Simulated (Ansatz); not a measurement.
## Structure optimisation: silicon, simple cubic

All numbers below come from DFT, PBE, plane waves (420 eV) with PAW, scalar-relativistic (Ansatz).

k-point mesh 12×12×12, Fermi-Dirac smearing 0.1 eV, no spin polarisation. Cell and atoms relax.

Starting structure:

```yaml
crystal:
  lattice:
    - [2.5311671355, 0.0, 0.0]
    - [0.0, 2.5311671355, 0.0]
    - [0.0, 0.0, 2.5311671355]
  atoms:
    - { symbol: Si, position: [0.0, 0.0, 0.0] }
hamiltonian:
  xc: pbe
  pseudopotentials:
    kind: paw
    azcp:
      Si: "pseudopotentials/Si.paw.azcp"
basis:
  ecutwfc: 420
  fft_grid_basis: typed
kpoints:
  mp_grid: { grid: [12, 12, 12], shift: [0, 0, 0] }
magnetization:
  spin_polarized: false
scf:
  occupations: { method: fermi_dirac, width: 0.1 }
relax:
  max_steps: 60
  f_tol: 0.01
  cell: {}
```

**Question.** What cell does the relaxation end in?

**Answer.** Pm-3m with a = 2.530 Å; 16.20 Å³ per atom against 16.22 at the start (-0.1 %).

**Question.** How much energy does the relaxation gain?

**Answer.** 0.0 meV per atom.
